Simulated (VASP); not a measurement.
# ZnS (F-43m) in VASP: a series of runs, part 2 of 2

VASP 6.6.1.

## (4) Relaxation of the atoms, r2SCAN (a relaxed cell with its volume scaled by 0.96)

INCAR

```
  ALGO = Normal
  EDIFF = 1E-7
  EDIFFG = -0.01
  ENCUT = 600
  IBRION = 2
  ISIF = 2
  ISMEAR = 0
  LASPH = True
  LCHARG = False
  LMIXTAU = True
  LREAL = False
  LWAVE = False
  METAGGA = R2SCAN
  NELM = 80
  NSW = 40
  PREC = Accurate
  SIGMA = 0.03
```

KPOINTS

```
k-points
0
Gamma
  10 10 10
```

POSCAR

```
ZnS                                     
1.0
    0.0000000000      2.6576098147      2.6576098147
    2.6576098147      0.0000000000      2.6576098147
    2.6576098147      2.6576098147      0.0000000000
  Zn              S             
     1     1
Direct
     0.2500000000000000    0.2500000000000000    0.2500000000000000
     0.0000000000000000    0.0000000000000000    0.0000000000000000
```

Potentials or basis: VASP PAW PBE potentials, release 64 (Zn, S).

The run is started by

```sh
> cat potpaw_PBE.64/Zn/POTCAR potpaw_PBE.64/S/POTCAR > POTCAR
> mpirun -np 1 vasp_std > vasp.out
```

OUTCAR:

```text
EDIFF = 1E-7
   EDIFFG = -0.01
   ENCUT = 600
   IBRION = 2
   ISIF = 2
   ISMEAR = 0
   LASPH = True
   LREAL = False
   METAGGA = R2SCAN
   NELM = 80
   NSW = 40
   PREC = Accurate

 ion  position               nearest neighbor table
   1  0.250  0.250  0.250-   2 2.30   2 2.30   2 2.30   2 2.30
   2  0.000  0.000  0.000-   1 2.30   1 2.30   1 2.30   1 2.30

  LATTYP: Found a face centered cubic cell.
 ALAT       =     5.3152196294

  Lattice vectors:

 A1 = (   0.0000000000,   2.6576098147,   2.6576098147)
 A2 = (   2.6576098147,   0.0000000000,   2.6576098147)
 A3 = (   2.6576098147,   2.6576098147,   0.0000000000)

Analysis of symmetry for initial positions (statically):
=====================================================================
 Subroutine PRICEL returns:
 Original cell was already a primitive cell.

 Routine SETGRP: Setting up the symmetry group for a
 face centered cubic supercell.

 Subroutine GETGRP returns: Found 24 space group operations
 (whereof 24 operations were pure point group operations)
 out of a pool of 48 trial point group operations.

The static configuration has the point symmetry T_d .

[... 170 lines left out ...]
  band No.  band energies     occupation
      1     -11.7351      2.00000
      2      -4.4022      2.00000
      3      -4.4022      2.00000
      4      -4.4022      2.00000
      5      -3.7895      2.00000
      6      -3.7895      2.00000
      7       2.3120      2.00000
      8       2.3120      2.00000
      9       2.3120      2.00000
     10       5.2230      0.00000
     11       9.1707      0.00000
     12       9.1709      0.00000
     13       9.1709      0.00000
[... 354 lines left out ...]
  band No.  band energies     occupation
      1     -10.6597      2.00000
      2      -4.4364      2.00000
      3      -4.1144      2.00000
      4      -4.1035      2.00000
      5      -3.7715      2.00000
      6      -3.7225      2.00000
      7      -1.6098      2.00000
      8       0.1171      2.00000
      9       0.3386      2.00000
     10       6.6704      0.00000
     11       7.5096      0.00000
     12      11.8866      0.00000
     13      12.8323      0.00000

 [... further k-points ...]
[... 5 lines left out ...]
  --------------------------------------------------------------------------------------
  -------------------------------------------------------------------------------------
  Total        0.8405293      0.8405293      0.8405293     -0.0000000      0.0000000      0.0000000
  in kB       35.8723450     35.8723450     35.8723450     -0.0000000      0.0000000      0.0000000
  external PRESSURE =      35.8723450 kB  Pullay stress =       0.0000000 kB

 VOLUME and BASIS-vectors are now :
 -----------------------------------------------------------------------------
  energy-cutoff  :      600.00
  volume of cell :       37.54
      direct lattice vectors                 reciprocal lattice vectors
     0.000000000  2.657609815  2.657609815    -0.188138980  0.188138980  0.188138980
     2.657609815  0.000000000  2.657609815     0.188138980 -0.188138980  0.188138980
     2.657609815  2.657609815  0.000000000     0.188138980  0.188138980 -0.188138980

 POSITION                                       TOTAL-FORCE (eV/Angst)
 -----------------------------------------------------------------------------------
      1.32880      1.32880      1.32880         0.000000     -0.000000     -0.000000
      0.00000      0.00000      0.00000        -0.000000      0.000000      0.000000
 -----------------------------------------------------------------------------------
    total drift:                               -0.000026     -0.000026     -0.000026

  FREE ENERGIE OF THE ION-ELECTRON SYSTEM (eV)
  ---------------------------------------------------
  free  energy   TOTEN  =       -18.8509788933 eV

  energy  without entropy=      -18.8509788933  energy(sigma->0) =      -18.85097889

 reached required accuracy - stopping structural energy minimisation
```

CONTCAR:

```text
ZnS
   1.00000000000000
     0.0000000000000000    2.6576098146999998    2.6576098146999998
     2.6576098146999998    0.0000000000000000    2.6576098146999998
     2.6576098146999998    2.6576098146999998    0.0000000000000000
  Zn              S
     1     1
Direct
     0.2500000000000000    0.2500000000000000    0.2500000000000000
     0.0000000000000000    0.0000000000000000    0.0000000000000000

  0.00000000E+00  0.00000000E+00  0.00000000E+00
  0.00000000E+00  0.00000000E+00  0.00000000E+00
```

Wall time 2.1 min (1 thread of Intel Xeon Platinum 8259CL at 2.50GHz (Skylake/Cascade Lake), shared host); peak memory 0.18 GiB.

What came out:

| Property | Result |
| --- | --- |
| Free energy | -18.8510 eV |
| Pressure after relaxing | 3.6 GPa |
| Band gap on the k mesh | 2.91 eV, direct |

Final structure:
```cif
data_structure
_symmetry_space_group_name_H-M 'P 1'
_symmetry_Int_Tables_number 1
_cell_length_a 3.7584
_cell_length_b 3.7584
_cell_length_c 3.7584
_cell_angle_alpha 60.000
_cell_angle_beta 60.000
_cell_angle_gamma 60.000
_cell_volume 37.54
loop_
_atom_site_label
_atom_site_type_symbol
_atom_site_fract_x
_atom_site_fract_y
_atom_site_fract_z
_atom_site_occupancy
Zn1 Zn 0.25000 0.25000 0.25000 1
S1 S 0.00000 0.00000 0.00000 1
```

Levels at points of the mesh, in eV from the valence-band top:
```
           k point  band 6  band 7  band 8  band 9  band 10  band 11  band 12  band 13
(0.00, 0.00, 0.00)   -6.10    0.00    0.00    0.00     2.91     6.86     6.86     6.86
(0.50, 0.00, 0.00)   -5.90   -5.73   -0.96   -0.96     3.92     7.36     7.36     9.61
(0.50, 0.50, 0.00)   -5.87   -4.82   -2.47   -2.47     3.61     4.47    12.16    13.18
```

Caveat: the relaxation stopped at its first step, so nothing moved; the PAW data sets were made with another functional, which shifts forces and pressure a little.

## (5) Relaxation of the atoms, r2SCAN (a relaxed cell with its volume scaled by 0.98)

INCAR is that of step 4.

KPOINTS is that of step 4.

POSCAR

```
ZnS                                     
1.0
    0.0000000000      2.6759387375      2.6759387375
    2.6759387375      0.0000000000      2.6759387375
    2.6759387375      2.6759387375      0.0000000000
  Zn              S             
     1     1
Direct
     0.2500000000000000    0.2500000000000000    0.2500000000000000
     0.0000000000000000    0.0000000000000000    0.0000000000000000
```

Potentials or basis: VASP PAW PBE potentials, release 64 (Zn, S).

The run is started by

```sh
> cat potpaw_PBE.64/Zn/POTCAR potpaw_PBE.64/S/POTCAR > POTCAR
> mpirun -np 1 vasp_std > vasp.out
```

OUTCAR:

```text
EDIFF = 1E-7
   EDIFFG = -0.01
   ENCUT = 600
   IBRION = 2
   ISIF = 2
   ISMEAR = 0
   LASPH = True
   LREAL = False
   METAGGA = R2SCAN
   NELM = 80
   NSW = 40
   PREC = Accurate

 ion  position               nearest neighbor table
   1  0.250  0.250  0.250-   2 2.32   2 2.32   2 2.32   2 2.32
   2  0.000  0.000  0.000-   1 2.32   1 2.32   1 2.32   1 2.32

  LATTYP: Found a face centered cubic cell.
 ALAT       =     5.3518774750

  Lattice vectors:

 A1 = (   0.0000000000,   2.6759387375,   2.6759387375)
[... 565 lines left out ...]
     10       6.5020      0.00000
     11       7.2866      0.00000
     12      11.6058      0.00000
     13      12.5695      0.00000

 [... further k-points ...]
[... 5 lines left out ...]
  --------------------------------------------------------------------------------------
  -------------------------------------------------------------------------------------
  Total        0.4043309      0.4043309      0.4043309      0.0000000      0.0000000      0.0000000
  in kB       16.9039833     16.9039833     16.9039833      0.0000000      0.0000000      0.0000000
  external PRESSURE =      16.9039833 kB  Pullay stress =       0.0000000 kB

 VOLUME and BASIS-vectors are now :
 -----------------------------------------------------------------------------
  energy-cutoff  :      600.00
  volume of cell :       38.32
      direct lattice vectors                 reciprocal lattice vectors
     0.000000000  2.675938738  2.675938738    -0.186850316  0.186850316  0.186850316
     2.675938738  0.000000000  2.675938738     0.186850316 -0.186850316  0.186850316
     2.675938738  2.675938738  0.000000000     0.186850316  0.186850316 -0.186850316

 POSITION                                       TOTAL-FORCE (eV/Angst)
 -----------------------------------------------------------------------------------
      1.33797      1.33797      1.33797        -0.000000      0.000000     -0.000000
      0.00000      0.00000      0.00000         0.000000     -0.000000      0.000000
 -----------------------------------------------------------------------------------
    total drift:                               -0.000021     -0.000021     -0.000022

  FREE ENERGIE OF THE ION-ELECTRON SYSTEM (eV)
  ---------------------------------------------------
  free  energy   TOTEN  =       -18.8637059772 eV

  energy  without entropy=      -18.8637059772  energy(sigma->0) =      -18.86370598

 reached required accuracy - stopping structural energy minimisation
```

OSZICAR:

```text
N       E                     dE             d eps       ncg     rms          rms(c)
DAV:   1     0.731431580736E+02    0.73143E+02   -0.97806E+03  1222   0.188E+03
DAV:   2    -0.157232888434E+02   -0.88866E+02   -0.84441E+02  1317   0.308E+02
DAV:   3    -0.218503959707E+02   -0.61271E+01   -0.60955E+01  1522   0.760E+01
DAV:   4    -0.219273207492E+02   -0.76925E-01   -0.76892E-01  1362   0.907E+00
DAV:   5    -0.219282325982E+02   -0.91185E-03   -0.91182E-03  1492   0.963E-01    0.750E+00
DAV:   6    -0.188436413641E+02    0.30846E+01   -0.20675E+00  1422   0.496E+01    0.683E+00
DAV:   7    -0.187836601242E+02    0.59981E-01   -0.68390E-01  1292   0.170E+01    0.361E+00
DAV:   8    -0.188441871698E+02   -0.60527E-01   -0.12557E-01  1222   0.534E+00    0.160E+00
DAV:   9    -0.188317714500E+02    0.12416E-01   -0.11907E-01  1222   0.417E+00    0.391E-01
DAV:  10    -0.188593009183E+02   -0.27529E-01   -0.47560E-02  1232   0.258E+00    0.148E-01
DAV:  11    -0.188631803600E+02   -0.38794E-02   -0.28637E-03  1357   0.791E-01    0.596E-02
DAV:  12    -0.188556586812E+02    0.75217E-02   -0.37982E-03  1222   0.928E-01    0.894E-02
DAV:  13    -0.188635496799E+02   -0.78910E-02   -0.22565E-03  1232   0.630E-01    0.171E-02
DAV:  14    -0.188636986254E+02   -0.14895E-03   -0.68287E-05  1307   0.104E-01    0.115E-02
DAV:  15    -0.188636989040E+02   -0.27856E-06   -0.14253E-06  1472   0.144E-02    0.987E-03
DAV:  16    -0.188637018459E+02   -0.29419E-05   -0.29479E-06  1267   0.397E-02    0.519E-03
DAV:  17    -0.188637059305E+02   -0.40846E-05   -0.16062E-06  1232   0.210E-02    0.337E-03
DAV:  18    -0.188637059772E+02   -0.46697E-07   -0.22734E-07   940   0.959E-03
   1 F= -.18863706E+02 E0= -.18863706E+02  d E =-.188637E+02
```

It took 2.5 min on 1 thread of Intel Xeon Platinum 8259CL at 2.50GHz (Skylake/Cascade Lake), shared host; peak memory 0.18 GiB.

Results:

```yaml
Free_energy: -18.8637 eV
Pressure_after_relaxing: 1.7 GPa
Band_gap_on_the_k_mesh: 2.81 eV, direct
```

Final structure:
```
CELL_PARAMETERS angstrom
0.00000 2.67594 2.67594
2.67594 0.00000 2.67594
2.67594 2.67594 0.00000
ATOMIC_POSITIONS crystal
Zn 0.25000 0.25000 0.25000
S 0.00000 0.00000 0.00000
```

Caveat: the relaxation stopped at its first step, so nothing moved; the PAW data sets were made with another functional, which shifts forces and pressure a little.

## (6) Relaxation of the atoms, r2SCAN

INCAR is that of step 5.

KPOINTS is that of step 5.

POSCAR

```
ZnS                                     
1.0
    0.0000000000      2.6940199531      2.6940199531
    2.6940199531      0.0000000000      2.6940199531
    2.6940199531      2.6940199531      0.0000000000
  Zn              S             
     1     1
Direct
     0.2500000000000000    0.2500000000000000    0.2500000000000000
     0.0000000000000000    0.0000000000000000    0.0000000000000000
```

Potentials or basis: VASP PAW PBE potentials, release 64 (Zn, S).

The run is started by

```sh
> cat potpaw_PBE.64/Zn/POTCAR potpaw_PBE.64/S/POTCAR > POTCAR
> mpirun -np 1 vasp_std > vasp.out
```

OUTCAR:

```text
EDIFF = 1E-7
   EDIFFG = -0.01
   ENCUT = 600
   IBRION = 2
   ISIF = 2
   ISMEAR = 0
   LASPH = True
   LREAL = False
   METAGGA = R2SCAN
   NELM = 80
   NSW = 40
   PREC = Accurate

 ion  position               nearest neighbor table
   1  0.250  0.250  0.250-   2 2.33   2 2.33   2 2.33   2 2.33
   2  0.000  0.000  0.000-   1 2.33   1 2.33   1 2.33   1 2.33

  LATTYP: Found a face centered cubic cell.
 ALAT       =     5.3880399062

  Lattice vectors:

 A1 = (   0.0000000000,   2.6940199531,   2.6940199531)
[... 565 lines left out ...]
     10       6.3394      0.00000
     11       7.0694      0.00000
     12      11.3372      0.00000
     13      12.3154      0.00000

 [... further k-points ...]
[... 5 lines left out ...]
  --------------------------------------------------------------------------------------
  -------------------------------------------------------------------------------------
  Total        0.0074195      0.0074195      0.0074195     -0.0000000      0.0000000     -0.0000000
  in kB        0.3039855      0.3039855      0.3039855     -0.0000000      0.0000000     -0.0000000
  external PRESSURE =       0.3039855 kB  Pullay stress =       0.0000000 kB

 VOLUME and BASIS-vectors are now :
 -----------------------------------------------------------------------------
  energy-cutoff  :      600.00
  volume of cell :       39.11
      direct lattice vectors                 reciprocal lattice vectors
     0.000000000  2.694019953  2.694019953    -0.185596250  0.185596250  0.185596250
     2.694019953  0.000000000  2.694019953     0.185596250 -0.185596250  0.185596250
     2.694019953  2.694019953  0.000000000     0.185596250  0.185596250 -0.185596250

 POSITION                                       TOTAL-FORCE (eV/Angst)
 -----------------------------------------------------------------------------------
      1.34701      1.34701      1.34701        -0.000000     -0.000000     -0.000000
      0.00000      0.00000      0.00000         0.000000      0.000000      0.000000
 -----------------------------------------------------------------------------------
    total drift:                               -0.000019     -0.000019     -0.000019

  FREE ENERGIE OF THE ION-ELECTRON SYSTEM (eV)
  ---------------------------------------------------
  free  energy   TOTEN  =       -18.8678431582 eV

  energy  without entropy=      -18.8678431582  energy(sigma->0) =      -18.86784316

 reached required accuracy - stopping structural energy minimisation
```

Wall time 2.2 min (1 thread of Intel Xeon Platinum 8259CL at 2.50GHz (Skylake/Cascade Lake), shared host); peak memory 0.18 GiB.

What came out:

* Free energy: -18.8678 eV
* Pressure after relaxing: 0.0 GPa
* Band gap on the k mesh: 2.72 eV, direct

Final structure:
```yaml
crystal:
  lattice:
    - [0.00000, 2.69402, 2.69402]
    - [2.69402, 0.00000, 2.69402]
    - [2.69402, 2.69402, 0.00000]
  atoms:
    - { symbol: Zn, position: [0.25000, 0.25000, 0.25000] }
    - { symbol: S, position: [0.00000, 0.00000, 0.00000] }
```

Levels at points of the mesh, in eV from the valence-band top:
| k point | band 6 | band 7 | band 8 | band 9 | band 10 | band 11 | band 12 | band 13 |
| --- | --- | --- | --- | --- | --- | --- | --- | --- |
| (0.00, 0.00, 0.00) | -5.98 | 0.00 | 0.00 | 0.00 | 2.72 | 6.90 | 6.90 | 6.90 |
| (0.50, 0.00, 0.00) | -5.78 | -5.46 | -0.90 | -0.90 | 3.83 | 7.39 | 7.39 | 9.45 |
| (0.50, 0.50, 0.00) | -5.76 | -4.65 | -2.31 | -2.31 | 3.71 | 4.48 | 11.83 | 12.89 |

Caveat: the relaxation stopped at its first step, so nothing moved; the PAW data sets were made with another functional, which shifts forces and pressure a little.

## (7) Overview

```tsv
task	cell	gap on the mesh (eV)	pressure (GPa)
relaxation of cell and atoms	relaxed	2.72	0.0
relaxation of the atoms	atoms relaxed from: a relaxed cell with its volume scaled by 0.94	3.01	5.7
relaxation of the atoms	atoms relaxed from: a relaxed cell with its volume scaled by 0.96	2.91	3.6
relaxation of the atoms	atoms relaxed from: a relaxed cell with its volume scaled by 0.98	2.81	1.7
relaxation of the atoms	atoms relaxed	2.72	0.0
```

Alike in all rows: level r2SCAN; potentials or basis VASP PAW PBE potentials, release 64 (Zn, S); no spin polarisation; k mesh 10 × 10 × 10; cutoff (eV) 600; smearing gaussian 0.03 eV.

Caveats: the relaxation stopped at its first step, so nothing moved; the PAW data sets were made with another functional, which shifts forces and pressure a little.

Absolute energies hang on the potentials; compare differences alone.

## (8) Against experiment

Step 6. Measured gap of ZnS: 3.85 eV (direct; 19 K; quoted in “Electronic, vibrational, and thermodynamic properties of ZnS (zincblende and rocksalt structure)”, 2009, arxiv:0911.5022). This calculation gives 2.72 eV (-1.13 eV). The value is that of r2SCAN, without temperature or zero-point motion.
